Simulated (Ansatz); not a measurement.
## A computed series for ZnTe: response to strain

Take ZnTe in the zinc blende structure (space group F-43m, No. 216) as the base.

```yaml
crystal:
  lattice:
    - [0.00000, 3.08959, 3.08959]
    - [3.08959, 0.00000, 3.08959]
    - [3.08959, 3.08959, 0.00000]
  atoms:
    - { symbol: Te, position: [0.75000, 0.75000, 0.75000] }
    - { symbol: Zn, position: [0.00000, 0.00000, 0.00000] }
```

Cartesian axes are those of the cell as printed.

Strains are applied to the cell and any free atomic positions relax; under biaxial strain the out-of-plane vector relaxes too.

The values are results of Kohn–Sham DFT with the PBE functional, run in Ansatz (a first-principles code) with PAW and 420 eV plane waves, no SOC, earlier PAW set, not measurements.

For the base:

```
Property   Result
--------  -------
Band gap  1.07 eV
```

Q: The aim is a band gap between 1.21 eV and 1.33 eV. Which of these changes reaches it?
(A) isotropic strain +1.34 %
(B) biaxial strain +1.09 %, plane normal [001], relaxed out of plane
(C) isotropic strain −1.38 %

A: C, isotropic strain −1.38 %. It gives 1.27 eV; isotropic strain +1.34 % gives 0.89 eV; biaxial strain +1.09 %, plane normal [001], relaxed out of plane gives 0.97 eV. Changes not listed may reach it too

Spin-orbit coupling, missing from the scalar runs, can matter with Te. Whether these cells are dynamically stable was not tested.
